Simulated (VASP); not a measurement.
# GaAs (F-43m) in VASP: settings compared

One crystal, GaAs, is run at these levels: PBE, r2SCAN, TB-mBJ; tasks: band structure.

Program: VASP 6.6.1. These are calculated values, not measurements. Logs are shortened: lines on timing, memory, paths and dates and some standing lists are left out, and cuts for length are marked.

**Experimental background.**

“Evidence of valence band perturbations in GaAsN/GaAs(001): A combined variable-angle spectroscopic ellipsometry and modulated photoreflectance investigation”, 2008, arxiv:0805.2212 reports, for a bulk crystal of GaAs at 300 K: band gap 1.418 ± 0.005 eV (direct).

The runs below are set against these values where they give the same quantity.

## (1) The crystal as given

The structure is cubic, space group F-43m (No. 216). The conventional cell has a = 5.750 Å, b = 5.750 Å, c = 5.750 Å, α = 90.00°, β = 90.00°, γ = 90.00°. Ga (site symmetry -43m) has 4 As at 2.49 Å as nearest neighbours. Around As (site symmetry -43m) lie 4 Ga at 2.49 Å.

## (2) Band structure, PBE

Contents of INCAR:

```
  ALGO = Fast
  EDIFF = 1E-6
  ENCUT = 520
  GGA = PE
  ICORELEVEL = 1
  ISIF = 2
  ISMEAR = 0
  LASPH = T
  LCHARG = F
  LREAL = F
  LWAVE = F
  NBANDS = 16
  NELM = 80
  PREC = Accurate
  SIGMA = 0.03
```

Contents of KPOINTS:

```
k-points
0
Gamma
  10 10 10
```

Contents of POSCAR:

```
GaAs                                    
1.0
    0.0000000000      2.8751155360      2.8751155360
    2.8751155360      0.0000000000      2.8751155360
    2.8751155360      2.8751155360      0.0000000000
  Ga              As            
     1     1
Direct
     0.0000000000000000    0.0000000000000000    0.0000000000000000
     0.2500000000000000    0.2500000000000000    0.2500000000000000
```

Contents of KPOINTS_OPT:

```
explicit points
159
Reciprocal
 0.0000000000  0.0000000000  0.0000000000 1
 0.0357142857  0.0000000000  0.0357142857 1
 0.0714285714  0.0000000000  0.0714285714 1
 0.1071428571  0.0000000000  0.1071428571 1
 0.1428571429  0.0000000000  0.1428571429 1
 0.1785714286  0.0000000000  0.1785714286 1
[... 151 lines left out ...]
 0.4250000000  0.0000000000  0.4250000000 1
 0.4500000000  0.0000000000  0.4500000000 1
```

Potentials or basis: VASP PAW PBE potentials, release 64 (Ga_d, As).

Run with:

```bash
$ cat potpaw_PBE.64/Ga_d/POTCAR potpaw_PBE.64/As/POTCAR > POTCAR
$ mpirun -np 1 vasp_std > vasp.out
```

OUTCAR:

```text
EDIFF = 1E-6
   ENCUT = 520
   GGA = PE
   ISIF = 2
   ISMEAR = 0
   LASPH = T
   LREAL = F
   NELM = 80
   PREC = Accurate

 ion  position               nearest neighbor table
   1  0.000  0.000  0.000-   2 2.49   2 2.49   2 2.49   2 2.49
   2  0.250  0.250  0.250-   1 2.49   1 2.49   1 2.49   1 2.49

  LATTYP: Found a face centered cubic cell.
 ALAT       =     5.7502310720

  Lattice vectors:

 A1 = (   0.0000000000,   2.8751155360,   2.8751155360)
 A2 = (   2.8751155360,   0.0000000000,   2.8751155360)
 A3 = (   2.8751155360,   2.8751155360,   0.0000000000)

Analysis of symmetry for initial positions (statically):
=====================================================================
 Subroutine PRICEL returns:
 Original cell was already a primitive cell.

 Routine SETGRP: Setting up the symmetry group for a
 face centered cubic supercell.

 Subroutine GETGRP returns: Found 24 space group operations
 (whereof 24 operations were pure point group operations)
 out of a pool of 48 trial point group operations.

The static configuration has the point symmetry T_d .

Analysis of symmetry for dynamics (positions and initial velocities):
=====================================================================
 Subroutine PRICEL returns:
 Original cell was already a primitive cell.

 Routine SETGRP: Setting up the symmetry group for a
 face centered cubic supercell.

 Subroutine GETGRP returns: Found 24 space group operations
 (whereof 24 operations were pure point group operations)
 out of a pool of 48 trial point group operations.

The dynamic configuration has the point symmetry T_d .

 Subroutine INISYM returns: Found 24 space group operations
 (whereof 24 operations are pure point group operations),
 and found     1 'primitive' translations

----------------------------------------------------------------------------------------

                                     Primitive cell

  volume of cell :      47.5331

  direct lattice vectors                    reciprocal lattice vectors
     0.000000000  2.875115536  2.875115536    -0.173906055  0.173906055  0.173906055
     2.875115536  0.000000000  2.875115536     0.173906055 -0.173906055  0.173906055
     2.875115536  2.875115536  0.000000000     0.173906055  0.173906055 -0.173906055

  length of vectors
     4.066027384  4.066027384  4.066027384     0.301214123  0.301214123  0.301214123

  position of ions in fractional coordinates (direct lattice)
     0.000000000  0.000000000  0.000000000
     0.250000000  0.250000000  0.250000000

  ion indices of the primitive-cell ions
   primitive index   ion index
                 1           1
                 2           2

----------------------------------------------------------------------------------------

 KPOINTS: k-points

Automatic generation of k-mesh.
 Grid dimensions read from file:
 generate k-points for:   10   10   10

 Generating k-lattice:

  Cartesian coordinates                     Fractional coordinates (reciprocal lattice)
    -0.017390605  0.017390605  0.017390605     0.100000000  0.000000000  0.000000000
     0.017390605 -0.017390605  0.017390605     0.000000000  0.100000000  0.000000000
     0.017390605  0.017390605 -0.017390605     0.000000000  0.000000000  0.100000000

  Length of vectors
     0.030121412  0.030121412  0.030121412

  Shift w.r.t. Gamma in fractional coordinates (k-lattice)
     0.000000000  0.000000000  0.000000000

 Subroutine IBZKPT returns following result:
 ===========================================

 Found     47 irreducible k-points:

 Following reciprocal coordinates:
            Coordinates               Weight
  0.000000  0.000000  0.000000      1.000000
  0.100000  0.000000  0.000000      8.000000
  0.200000  0.000000  0.000000      8.000000
  0.300000  0.000000  0.000000      8.000000
  0.400000  0.000000  0.000000      8.000000
  0.500000  0.000000  0.000000      4.000000
[... 16 lines left out ...]
  0.300000  0.300000  0.000000      6.000000
  0.400000  0.300000  0.000000     24.000000
 [... further k-points ...]
   k-points           NKPTS =     47   k-points in BZ     NKDIM =     47   number of bands    NBANDS=     16
   number of dos      NEDOS =    301   number of ions     NIONS =      2
   total plane-waves  NPLWV =  27000
   dimension x,y,z NGX =    30 NGY =   30 NGZ =   30
   dimension x,y,z NGXF=    60 NGYF=   60 NGZF=   60
   ions per type =               1   1
   NGX,Y,Z   is equivalent  to a cutoff of  12.27, 12.27, 12.27 a.u.
   NGXF,Y,Z  is equivalent  to a cutoff of  24.53, 24.53, 24.53 a.u.
 SYSTEM =  unknown system
   PREC   = accura    normal or accurate (medium, high low for compatibility)
   ISTART =      0    job   : 0-new  1-cont  2-samecut
   ICHARG =      2    charge: 1-file 2-atom 10-const
   ISPIN  =      1    spin polarized calculation?
   LNONCOLLINEAR =      F non collinear calculations
   LSORBIT =      F    spin-orbit coupling
   LASPH  =      T    aspherical Exc in radial PAW
   ENCUT  =  520.0 eV  38.22 Ry    6.18 a.u.   7.56  7.56  7.56*2*pi/ulx,y,z
   NELM   =     80;   NELMIN=  2; NELMDL= -5     # of ELM steps
   EDIFF  = 0.1E-05   stopping-criterion for ELM
   LREAL  =      F    real-space projection
[... 7 lines left out ...]
   TEBEG  =    0.0;   TEEND  =   0.0 temperature during run
   PSTRESS=    0.0 pullay stress
   NELECT =      18.0000    total number of electrons
   NUPDOWN=      -1.0000    fix difference up-down
   EMIN   =  10.00;   EMAX   =-10.00  energy-range for DOS
   EFERMI =   0.00;   METHOD = LEGACY
   ISMEAR =     0;   SIGMA  =   0.03  broadening in eV -4-tet -1-fermi 0-gaus
   EFERMI_NEDOS =   21; number of points for ismear=-14 and -15
   IALGO  =     68    algorithm
   IMIX   =      4    mixing-type and parameters
     AMIX     =   0.40;   BMIX     =  1.00
     AMIX_MAG =   1.60;   BMIX_MAG =  1.00
  volume/ion in A,a.u.               =      23.77       160.38
  Fermi-wavevector in a.u.,A,eV,Ry     =   1.184405  2.238202 19.086471  1.402816
  Thomas-Fermi vector in A             =   2.320620
   LORBIT       =      0    0 simple, 1 ext, 2 COOP (PROOUT), +10 PAW based schemes
   GGA     = PE    functional components
   LHFCALC =     F    Hartree Fock is set to
   AEXX    =    0.0000 exact exchange contribution
   IVDW    =     0    specifies the selected vdW correction
   LEPSILON=     F    determine dielectric tensor
   LRPA    =     F    only Hartree local field effects (RPA)
 non-spin polarized calculation
 RMM-DIIS sequential band-by-band and
 Gauss-broadening in eV      SIGMA  =   0.03
  energy-cutoff  :      520.00
  volume of cell :       47.53
 maximum number of plane-waves:      1298
   NGX = 15   NGY = 15   NGZ = 15

 number of electron      17.9999988 magnetization

 Free energy of the ion-electron system (eV)
  ---------------------------------------------------
  ext. energy  EPLUGINS =         0.00000000
  ---------------------------------------------------
  free energy    TOTEN  =        -8.27530537 eV

  energy without entropy =       -8.27530520  energy(sigma->0) =       -8.27530529

 the core state eigenenergies are
   1-  1s -10220.7673  2s  -1254.1553  2p  -1090.6215  3s   -140.1336  3p    -90.8642

   2-  1s -11708.5334  2s  -1477.1031  2p  -1293.9311  3s   -181.0500  3p   -124.4283
       3d    -31.4489

 E-fermi :   3.5428     XC(G=0):  -9.3614

 val. band max:        3.4671983887   @ k =   0.0000   0.0000   0.0000
 cond. band min:       3.6120123734   @ k =   0.0000   0.0000   0.0000
 fundamental gap:      0.1448139847
 Fermi energy:         3.5427802022

 k-point     1 :       0.0000    0.0000    0.0000
  band No.  band energies     occupation
      1     -11.2558      2.00000
      2     -11.2558      2.00000
      3     -11.2558      2.00000
      4     -11.1883      2.00000
      5     -11.1883      2.00000
      6      -8.9054      2.00000
[... 8 lines left out ...]
     15      13.4644      0.00000
     16      13.4644      0.00000

 k-point     2 :       0.1000    0.0000    0.0000
  band No.  band energies     occupation
      1     -11.2626      2.00000
      2     -11.2538      2.00000
      3     -11.2538      2.00000
      4     -11.1884      2.00000
      5     -11.1884      2.00000
      6      -8.7966      2.00000
[... 8 lines left out ...]
     15      12.8352      0.00000
     16      12.8352      0.00000

 k-point     3 :       0.2000    0.0000    0.0000
  band No.  band energies     occupation
      1     -11.2798      2.00000
      2     -11.2490      2.00000
      3     -11.2490      2.00000
      4     -11.1883      2.00000
      5     -11.1883      2.00000
      6      -8.4840      2.00000
[... 8 lines left out ...]
     15      12.3618      0.00000
     16      12.3925      0.00000

 k-point     4 :       0.3000    0.0000    0.0000
  band No.  band energies     occupation
      1     -11.2994      2.00000
      2     -11.2439      2.00000
      3     -11.2439      2.00000
      4     -11.1874      2.00000
      5     -11.1874      2.00000
      6      -8.0184      2.00000
[... 8 lines left out ...]
     15      12.7033      0.00000
     16      12.7033      0.00000

 k-point     5 :       0.4000    0.0000    0.0000
  band No.  band energies     occupation
      1     -11.3144      2.00000
      2     -11.2405      2.00000
      3     -11.2405      2.00000
      4     -11.1859      2.00000
      5     -11.1859      2.00000
      6      -7.5290      2.00000
[... 8 lines left out ...]
     15      13.8519      0.00000
     16      13.8519      0.00000

 k-point     6 :       0.5000    0.0000    0.0000
  band No.  band energies     occupation
      1     -11.3199      2.00000
      2     -11.2394      2.00000
      3     -11.2394      2.00000
      4     -11.1851      2.00000
      5     -11.1851      2.00000
      6      -7.2935      2.00000
[... 8 lines left out ...]
     15      15.0878      0.00000
     16      15.0902      0.00000
[... 267 lines left out ...]
 k-point    21 :      -0.3000    0.2000    0.0000
  band No.  band energies     occupation
      1     -11.3181      2.00000
      2     -11.2365      2.00000
      3     -11.2352      2.00000
      4     -11.1892      2.00000
      5     -11.1876      2.00000
      6      -7.3872      2.00000
[... 8 lines left out ...]
     15      13.4651      0.00000
     16      15.3208      0.00000

 k-point    22 :      -0.2000    0.2000    0.0000
  band No.  band energies     occupation
      1     -11.3054      2.00000
      2     -11.2411      2.00000
      3     -11.2394      2.00000
      4     -11.1907      2.00000
      5     -11.1865      2.00000
      6      -7.8571      2.00000
[... 8 lines left out ...]
     15      13.8390      0.00000
     16      14.5110      0.00000

 k-point    23 :       0.3000    0.3000    0.0000
  band No.  band energies     occupation
      1     -11.3209      2.00000
      2     -11.2293      2.00000
      3     -11.2293      2.00000
      4     -11.2009      2.00000
      5     -11.1812      2.00000
      6      -7.7055      2.00000
[... 8 lines left out ...]
     15      14.8624      0.00000
     16      15.5891      0.00000

 k-point    24 :       0.4000    0.3000    0.0000
  band No.  band energies     occupation
      1     -11.3313      2.00000
      2     -11.2255      2.00000
      3     -11.2244      2.00000
      4     -11.2025      2.00000
      5     -11.1802      2.00000
      6      -7.3046      2.00000
[... 8 lines left out ...]
     15      15.5220      0.00000
     16      15.9449      0.00000

 [... further k-points ...]
[... 5 lines left out ...]
  --------------------------------------------------------------------------------------
  -------------------------------------------------------------------------------------
  Total        0.0046759      0.0046759      0.0046759      0.0000000      0.0000000     -0.0000000
  in kB        0.1576099      0.1576099      0.1576099      0.0000000      0.0000000     -0.0000000
  external PRESSURE =       0.1576099 kB  Pullay stress =       0.0000000 kB

 VOLUME and BASIS-vectors are now :
 -----------------------------------------------------------------------------
  energy-cutoff  :      520.00
  volume of cell :       47.53
      direct lattice vectors                 reciprocal lattice vectors
     0.000000000  2.875115536  2.875115536    -0.173906055  0.173906055  0.173906055
     2.875115536  0.000000000  2.875115536     0.173906055 -0.173906055  0.173906055
     2.875115536  2.875115536  0.000000000     0.173906055  0.173906055 -0.173906055

 POSITION                                       TOTAL-FORCE (eV/Angst)
 -----------------------------------------------------------------------------------
      0.00000      0.00000      0.00000        -0.000000     -0.000000     -0.000000
      1.43756      1.43756      1.43756         0.000000      0.000000      0.000000
 -----------------------------------------------------------------------------------
    total drift:                                0.000002      0.000002      0.000002

  FREE ENERGIE OF THE ION-ELECTRON SYSTEM (eV)
  ---------------------------------------------------
  free  energy   TOTEN  =        -8.2753053741 eV

  energy  without entropy=       -8.2753052028  energy(sigma->0) =       -8.27530529
```

It took 90 s on 1 thread of Intel Xeon Platinum 8488C (Sapphire Rapids), shared host; peak memory 0.2 GiB.

What came out:

```
Free energy             : -8.2753 eV
Pressure                : 0.0 GPa
Band gap on the k mesh  : 0.14 eV, direct
Band gap along the path : 0.14 eV, direct
```

Levels at the corners of the path, in eV from the valence-band top:
```
point  band 6  band 7  band 8  band 9  band 10  band 11  band 12  band 13
    Γ  -12.37    0.00    0.00    0.00     0.14     3.71     3.71     3.71
    X  -10.09   -6.59   -2.50   -2.50     1.56     1.68     9.77     9.77
    X  -10.09   -6.59   -2.50   -2.50     1.56     1.68     9.77     9.77
    W  -10.04   -6.42   -3.30   -3.11     4.38     4.69     5.25     6.01
    W  -10.04   -6.42   -3.30   -3.11     4.38     4.69     5.25     6.01
    K  -10.12   -6.42   -3.60   -2.11     1.99     4.52     7.68     7.83
    K  -10.12   -6.42   -3.60   -2.11     1.99     4.52     7.68     7.83
    Γ  -12.37    0.00    0.00    0.00     0.14     3.71     3.71     3.71
    Γ  -12.37    0.00    0.00    0.00     0.14     3.71     3.71     3.71
    L  -10.76   -6.37   -1.07   -1.07     0.86     4.62     4.62     7.70
    L  -10.76   -6.37   -1.07   -1.07     0.86     4.62     4.62     7.70
    U  -10.12   -6.42   -3.60   -2.11     1.99     4.52     7.68     7.83
    U  -10.12   -6.42   -3.60   -2.11     1.99     4.52     7.68     7.83
    W  -10.04   -6.42   -3.30   -3.11     4.38     4.69     5.25     6.01
    W  -10.04   -6.42   -3.30   -3.11     4.38     4.69     5.25     6.01
    L  -10.76   -6.37   -1.07   -1.07     0.86     4.62     4.62     7.70
    L  -10.76   -6.37   -1.07   -1.07     0.86     4.62     4.62     7.70
    K  -10.12   -6.42   -3.60   -2.11     1.99     4.52     7.68     7.83
    U  -10.12   -6.42   -3.60   -2.11     1.99     4.52     7.68     7.83
    X  -10.09   -6.59   -2.50   -2.50     1.56     1.68     9.77     9.77
```

Core levels (eV, on the scale of the bands):
| atom | levels |
| --- | --- |
| 1 Ga | 1s -10220.8, 2s -1254.2, 2p -1090.6, 3s -140.1, 3p -90.9 |
| 2 As | 1s -11708.5, 2s -1477.1, 2p -1293.9, 3s -181.1, 3p -124.4, 3d -31.4 |

## (3) Band structure, PBE, spin-orbit coupling, no magnetisation

Contents of INCAR:

```
  ALGO = Fast
  EDIFF = 1E-6
  ENCUT = 520
  GGA = PE
  GGA_COMPAT = F
  ISIF = 2
  ISMEAR = 0
  LASPH = T
  LCHARG = F
  LNONCOLLINEAR = T
  LORBIT = 11
  LREAL = F
  LSORBIT = T
  LWAVE = F
  MAGMOM = 0 0 0 0 0 0
  NBANDS = 32
  NELM = 80
  PREC = Accurate
  SIGMA = 0.03
```

Contents of KPOINTS:

```
k-points
0
Gamma
  6 6 6
```

POSCAR is that of step 2.

KPOINTS_OPT is that of step 2.

Potentials or basis: VASP PAW PBE potentials, release 64 (Ga_d, As).

Run with:

```bash
$ cat potpaw_PBE.64/Ga_d/POTCAR potpaw_PBE.64/As/POTCAR > POTCAR
$ mpirun -np 1 vasp_ncl > vasp.out
```

Wall time 6.1 min (1 thread of Intel Xeon Platinum 8488C (Sapphire Rapids), shared host); peak memory 0.33 GiB.

The run converged. Its results:

```yaml
Free_energy: -8.2688 eV
Pressure: 0.0 GPa
Valence_electrons_inside_the_program's_atomic_spheres: Ga 11.62; As 2.81
```

(Part 1 of 2 ends here.)
